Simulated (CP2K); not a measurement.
# Si (P-1) in CP2K: convergence with cutoff ry

Aim: find how far cutoff ry must go before the results for Si settle, at PBE. This setting moves, with any that are tied to it; all else stays.

All numbers are computed with CP2K 2026.2; they aren't measurements. Logs are shortened: lines on timing, memory, paths and dates and some standing lists are left out, and cuts for length are marked.

## 1. The cell of the first run

The typed cell holds 1 atom: a = 2.625 Å, b = 2.781 Å, c = 2.578 Å, α = 102.23°, β = 99.66°, γ = 125.63°.

This isn't the form of Si at room conditions, which is diamond.

The cell isn't the ideal one: cell strained at random at fixed volume.

## 2. With cutoff ry 90 Ry

File si_converge.inp:

```
&GLOBAL
  PROJECT si_converge
  RUN_TYPE ENERGY_FORCE
  PRINT_LEVEL LOW
&END GLOBAL
&FORCE_EVAL
  METHOD QS
  STRESS_TENSOR ANALYTICAL
  &DFT
    BASIS_SET_FILE_NAME BASIS_MOLOPT
    POTENTIAL_FILE_NAME GTH_POTENTIALS
    &MGRID
      CUTOFF 90
      REL_CUTOFF 60
      NGRIDS 4
    &END MGRID
    &QS
      METHOD GPW
      EPS_DEFAULT 1.0E-9
    &END QS
    &KPOINTS
      SCHEME MONKHORST-PACK 10 10 9
      GAMMA_CENTERED T
      SYMMETRY T
      SYMMETRY_BACKEND SPGLIB
    &END KPOINTS
    &SCF
      SCF_GUESS ATOMIC
      EPS_SCF 1.0E-6
      MAX_SCF 100
      ADDED_MOS 8
      CHOLESKY OFF
      EPS_EIGVAL 1.0E-7
      &DIAGONALIZATION ON
        ALGORITHM STANDARD
      &END DIAGONALIZATION
      &MIXING ON
        METHOD BROYDEN_MIXING
        ALPHA 0.4
        BETA 1.5
        NBUFFER 8
      &END MIXING
      &SMEAR ON
        METHOD FERMI_DIRAC
        ELECTRONIC_TEMPERATURE [K] 116.045
      &END SMEAR
    &END SCF
    &XC
      &XC_FUNCTIONAL
        &GGA_X_PBE
        &END GGA_X_PBE
        &GGA_C_PBE
        &END GGA_C_PBE
      &END XC_FUNCTIONAL
    &END XC
    &PRINT
      &KPOINTS ON
      &END KPOINTS
      &MULLIKEN ON
      &END MULLIKEN
      &MO ON
        ENERGIES T
        OCCUPATION_NUMBERS T
        &EACH
          QS_SCF 0
        &END EACH
        ADD_LAST NUMERIC
      &END MO
    &END PRINT
  &END DFT
  &SUBSYS
    &CELL
      ABC 2.6249271985 2.7811944065 2.5780473581
      ALPHA_BETA_GAMMA 102.2285156175 99.6627307676 125.6339764132
      PERIODIC XYZ
    &END CELL
    &COORD
      SCALED
      Si  -0.0148720000 -0.0602560000 -0.0129640000
    &END COORD
    &KIND Si
      BASIS_SET DZVP-MOLOPT-SR-GTH-q4
      POTENTIAL GTH-PBE-q4
    &END KIND
    &PRINT
      &ATOMIC_COORDINATES ON
      &END ATOMIC_COORDINATES
      &CELL ON
      &END CELL
    &END PRINT
  &END SUBSYS
  &PRINT
    &FORCES ON
    &END FORCES
    &STRESS_TENSOR ON
    &END STRESS_TENSOR
  &END PRINT
&END FORCE_EVAL
```

Potentials or basis: GTH_POTENTIALS Si GTH-PBE-q4; DZVP-MOLOPT-SR-GTH basis.

Command:

```sh
$ OMP_NUM_THREADS=1 cp2k.psmp -i si_converge.inp -o si_converge.out
```

It took 15 s on 1 thread of Arm Neoverse V2, shared host; peak memory 0.16 GiB.

Results:

```yaml
Free_energy: -106.5659 eV
Pressure: 5.2 GPa
Band_gap_on_the_k_mesh: none (metal or under the smearing width)
```

## 3. With cutoff ry 140 Ry

Edit si_converge.inp of step 2 so:

```diff
@@ -12,3 +12,3 @@
     &MGRID
-      CUTOFF 90
+      CUTOFF 140
       REL_CUTOFF 60
```

Potentials or basis: GTH_POTENTIALS Si GTH-PBE-q4; DZVP-MOLOPT-SR-GTH basis.

Command:

```sh
$ OMP_NUM_THREADS=1 cp2k.psmp -i si_converge.inp -o si_converge.out
```

Wall time 15 s (1 thread of Arm Neoverse V2, shared host); peak memory 0.17 GiB.

What came out:

- Free energy: -106.5659 eV
- Pressure: 5.2 GPa
- Band gap on the k mesh: none (metal or under the smearing width)

## 4. With cutoff ry 190 Ry

Edit si_converge.inp of step 3 so:

```diff
@@ -12,3 +12,3 @@
     &MGRID
-      CUTOFF 140
+      CUTOFF 190
       REL_CUTOFF 60
```

Command:

```sh
$ OMP_NUM_THREADS=1 cp2k.psmp -i si_converge.inp -o si_converge.out
```

It took 15 s on 1 thread of Arm Neoverse V2, shared host; peak memory 0.17 GiB.

What came out:

* Free energy: -106.5659 eV
* Pressure: 5.2 GPa
* Band gap on the k mesh: none (metal or under the smearing width)

## 5. With cutoff ry 250 Ry

Edit si_converge.inp of step 4 so:

```diff
@@ -12,3 +12,3 @@
     &MGRID
-      CUTOFF 190
+      CUTOFF 250
       REL_CUTOFF 60
```

Command:

```sh
$ OMP_NUM_THREADS=1 cp2k.psmp -i si_converge.inp -o si_converge.out
```

It took 15 s on 1 thread of Arm Neoverse V2, shared host; peak memory 0.17 GiB.

Results:

* Free energy: -106.5659 eV
* Pressure: 5.2 GPa
* Band gap on the k mesh: none (metal or under the smearing width)

## 6. With cutoff ry 320 Ry

Edit si_converge.inp of step 5 so:

```diff
@@ -12,3 +12,3 @@
     &MGRID
-      CUTOFF 250
+      CUTOFF 320
       REL_CUTOFF 60
```

Potentials or basis: GTH_POTENTIALS Si GTH-PBE-q4; DZVP-MOLOPT-SR-GTH basis.

Command:

```sh
$ OMP_NUM_THREADS=1 cp2k.psmp -i si_converge.inp -o si_converge.out
```

Wall time 15 s (1 thread of Arm Neoverse V2, shared host); peak memory 0.17 GiB.

What came out:

| Property | Result |
| --- | --- |
| Free energy | -106.5659 eV |
| Pressure | 5.2 GPa |
| Band gap on the k mesh | none (metal or under the smearing width) |

## 7. With cutoff ry 380 Ry

Edit si_converge.inp of step 6 so:

```diff
@@ -12,3 +12,3 @@
     &MGRID
-      CUTOFF 320
+      CUTOFF 380
       REL_CUTOFF 60
```

Command:

```sh
$ OMP_NUM_THREADS=1 cp2k.psmp -i si_converge.inp -o si_converge.out
```

Run time: 14 s. Hardware: 1 thread of Arm Neoverse V2, shared host; peak memory 0.18 GiB.

What came out:

| Quantity | Value |
| --- | --- |
| Free energy | -106.5659 eV |
| Pressure | 5.2 GPa |
| Band gap on the k mesh | none (metal or under the smearing width) |

## 8. With cutoff ry 450 Ry

Edit si_converge.inp of step 7 so:

```diff
@@ -12,3 +12,3 @@
     &MGRID
-      CUTOFF 380
+      CUTOFF 450
       REL_CUTOFF 60
```

Command:

```sh
$ OMP_NUM_THREADS=1 cp2k.psmp -i si_converge.inp -o si_converge.out
```

Wall time 15 s (1 thread of Arm Neoverse V2, shared host); peak memory 0.19 GiB.

Results (log left out):

```yaml
Free_energy: -106.5659 eV
Pressure: 5.2 GPa
Band_gap_on_the_k_mesh: none (metal or under the smearing width)
```

## 9. With cutoff ry 560 Ry

Edit si_converge.inp of step 8 so:

```diff
@@ -12,3 +12,3 @@
     &MGRID
-      CUTOFF 450
+      CUTOFF 560
       REL_CUTOFF 60
```

Potentials or basis: GTH_POTENTIALS Si GTH-PBE-q4; DZVP-MOLOPT-SR-GTH basis.

Command:

```sh
$ OMP_NUM_THREADS=1 cp2k.psmp -i si_converge.inp -o si_converge.out
```

It took 15 s on 1 thread of Arm Neoverse V2, shared host; peak memory 0.2 GiB.

It converged, with:

```yaml
Free_energy: -106.5659 eV
Pressure: 5.2 GPa
Band_gap_on_the_k_mesh: none (metal or under the smearing width)
```

## 10. With cutoff ry 720 Ry

Edit si_converge.inp of step 9 so:

```diff
@@ -12,3 +12,3 @@
     &MGRID
-      CUTOFF 560
+      CUTOFF 720
       REL_CUTOFF 60
```

Potentials or basis: GTH_POTENTIALS Si GTH-PBE-q4; DZVP-MOLOPT-SR-GTH basis.

Command:

```sh
$ OMP_NUM_THREADS=1 cp2k.psmp -i si_converge.inp -o si_converge.out
```

si_converge.out:

```text

 CP2K| version string:                                       CP2K version 2026.2
 CP2K| Input file name                                           si_converge.inp

 GLOBAL| Force Environment number                                              1
 GLOBAL| Basis set file name                                        BASIS_MOLOPT
 GLOBAL| Potential file name                                      GTH_POTENTIALS
 GLOBAL| MM Potential file name                                     MM_POTENTIAL
 GLOBAL| Coordinate file name                                      __STD_INPUT__
 GLOBAL| Method name                                                        CP2K
 GLOBAL| Project name                                                si_converge
 GLOBAL| Run type                                                   ENERGY_FORCE
 GLOBAL| FFT library                                                       FFTW3
[... 6 lines left out ...]
 GLOBAL| Total number of message passing processes                             1
 GLOBAL| Number of threads for this process                                    1
 GLOBAL| CPU model name                                                  UNKNOWN

 CELL| Volume [angstrom^3]:                                            13.908460
 CELL| Vector a [angstrom]:       2.625     0.000     0.000   |a| =     2.624927
 CELL| Vector b [angstrom]:      -1.620     2.260     0.000   |b| =     2.781194
 CELL| Vector c [angstrom]:      -0.433    -0.982     2.344   |c| =     2.578047
 CELL| Angle (b,c), alpha [degree]:                                   102.228516
 CELL| Angle (a,c), beta  [degree]:                                    99.662731
 CELL| Angle (a,b), gamma [degree]:                                   125.633976
 CELL| Numerically orthorhombic:                                              NO
 CELL| Periodicity                                                           XYZ

 CELL_REF| Volume [angstrom^3]:                                        13.908460
 CELL_REF| Vector a [angstrom     2.625     0.000     0.000   |a| =     2.624927
 CELL_REF| Vector b [angstrom    -1.620     2.260     0.000   |b| =     2.781194
 CELL_REF| Vector c [angstrom    -0.433    -0.982     2.344   |c| =     2.578047
 CELL_REF| Angle (b,c), alpha [degree]:                               102.228516
 CELL_REF| Angle (a,c), beta  [degree]:                                99.662731
 CELL_REF| Angle (a,b), gamma [degree]:                               125.633976
 CELL_REF| Numerically orthorhombic:                                          NO
 CELL_REF| Periodicity                                                       XYZ
[... 9 lines left out ...]
 TOTAL NUMBERS AND MAXIMUM NUMBERS

  Total number of            - Atomic kinds:                                   1
                             - Atoms:                                          1
                             - Shell sets:                                     1
                             - Shells:                                         5
                             - Primitive Cartesian functions:                  4
                             - Cartesian basis functions:                     14
                             - Spherical basis functions:                     13

  Maximum angular momentum of- Orbital basis functions:                        2
[... 107 lines left out ...]
     7 Broy./Diag. 0.40E+00    1.5     0.00002394        -3.9162259734  7.45E-05
     8 Broy./Diag. 0.40E+00    1.5     0.00000271        -3.9162232236  2.75E-06
     9 Broy./Diag. 0.40E+00    1.5     0.00000024        -3.9162250536 -1.83E-06

  *** SCF run converged in     9 steps ***

  Electronic density on regular grids:         -3.9999999999        0.0000000001
  Core density on regular grids:                3.9999999931       -0.0000000069
  Total charge density on r-space grids:       -0.0000000068
  Total charge density g-space grids:          -0.0000000068

  Overlap energy of the core charge distribution:               0.00000000000022
  Self energy of the core charge distribution:                -10.25799242814102
  Core Hamiltonian energy:                                      2.23316449839058
  Hartree energy:                                               5.35339849487114
  Exchange-correlation energy:                                 -1.24479046794779
  Electronic entropic energy:                                  -0.00000515082625
  Fermi energy:                                                 0.36235259574946

  Total energy:                                                -3.91622505363390
  Total energy (extrapolated to T->0):                         -3.91622247822077

 MO| EIGENVALUES AND OCCUPATION NUMBERS FOR K POINT 1
 MO|
 MO|  Index      Eigenvalue [a.u.]        Eigenvalue [eV]             Occupation
 MO|      1               0.164575               4.478301               2.000000
 MO|      2               0.225120               6.125819               2.000000
 MO|      3               0.397962              10.829091               0.000000
 MO|      4               0.436849              11.887265               0.000000
 MO|      5               0.557436              15.168606               0.000000
 MO|      6               0.985347              26.812655               0.000000
 MO|      7               1.062505              28.912242               0.000000
 MO|      8               1.219119              33.173916               0.000000
 MO|      9               1.401259              38.130185               0.000000
 MO|     10               1.888389              51.385681               0.000000
 MO| Sum:                                                               4.000000
 MO| E(Fermi):            0.362353 a.u.          9.860116 eV
 MO| Band gap:            0.172842 a.u.          4.703272 eV
[... 207 lines left out ...]
 MO|  Index      Eigenvalue [a.u.]        Eigenvalue [eV]             Occupation
 MO|      1               0.097159               2.643836               2.000000
 MO|      2               0.179206               4.876441               2.000000
 MO|      3               0.329223               8.958607               2.000000
 MO|      4               0.678430              18.461017               0.000000
 MO|      5               0.808873              22.010562               0.000000
 MO|      6               0.942870              25.656807               0.000000
 MO|      7               1.102881              30.010920               0.000000
 MO|      8               1.209993              32.925580               0.000000
 MO|      9               1.305768              35.531765               0.000000
 MO|     10               1.641195              44.659182               0.000000
 MO| Sum:                                                               6.000000
 MO| E(Fermi):            0.362353 a.u.          9.860116 eV
 MO| Band gap:            0.150017 a.u.          4.082165 eV

 [... the levels of further k-points ...]

 !-----------------------------------------------------------------------------!
                     Mulliken Population Analysis

 #  Atom  Element  Kind  Atomic population                           Net charge
       1     Si       1          4.000000                              0.000000
 # Total charge                              4.000000                  0.000000

 !-----------------------------------------------------------------------------!

 ENERGY| Total FORCE_EVAL ( QS ) energy [hartree]             -3.916225922786604

 FORCES| Atomic forces [hartree/bohr]
 FORCES|   Atom     x               y               z               |f|
 FORCES|      1 -2.15982835E-10  3.24010148E-11 -4.46147940E-10   4.96735740E-10
 FORCES| Sum    -2.15982835E-10  3.24010148E-11 -4.46147940E-10
 FORCES| Total atomic force                                       4.96735740E-10

 STRESS| Analytical stress tensor [bar]
 STRESS|                        x                   y                   z
 STRESS|      x        3.51437965855E+04   3.34820650665E+04   2.04760429304E+04
 STRESS|      y        3.34820650665E+04   3.82969166433E+04   1.97081882008E+04
 STRESS|      z        2.04760429304E+04   1.97081882008E+04   8.30624381123E+04
 STRESS| 1/3 Trace                                             5.21677171137E+04
 STRESS| Determinant                                           1.59927262631E+13

 STRESS| Eigenvectors and eigenvalues of the analytical stress tensor [bar]
 STRESS|                        1                   2                   3
 STRESS| Eigenvalues   3.17957583106E+03   4.75550945672E+04   1.05768480943E+05
 STRESS|      x           0.728624750495      0.526890821016      0.437598029813
 STRESS|      y          -0.684680594467      0.576973826429      0.445324249481
 STRESS|      z          -0.017845350271     -0.624089149358      0.781149330876
```

Wall time 15 s (1 thread of Arm Neoverse V2, shared host); peak memory 0.21 GiB.

What came out:

* Free energy: -106.5659 eV
* Pressure: 5.2 GPa
* Band gap on the k mesh: none (metal or under the smearing width)

## 11. Summary

```
cutoff ry  energy less the tightest run, at zero smearing (meV/atom)  SCF cycles  CPU time (s)  peak memory (GiB)
    90 Ry                                                       0.00           9            15               0.16
   140 Ry                                                       0.00           9            15               0.17
   190 Ry                                                       0.00           9            15               0.17
   250 Ry                                                       0.00           9            15               0.17
   320 Ry                                                       0.00           9            15               0.17
   380 Ry                                                       0.00           9            14               0.18
   450 Ry                                                       0.00           9            15               0.19
   560 Ry                                                       0.00           9            15                0.2
   720 Ry                                                       0.00           9            15               0.21
```

Against the tightest run, the energy stays within 1 meV/atom from 90 Ry on. The tightest run that finished is the yardstick and may itself not be fully converged.

Caveats: the basis of atomic orbitals isn't converged, which shifts pressures, moduli and gaps.
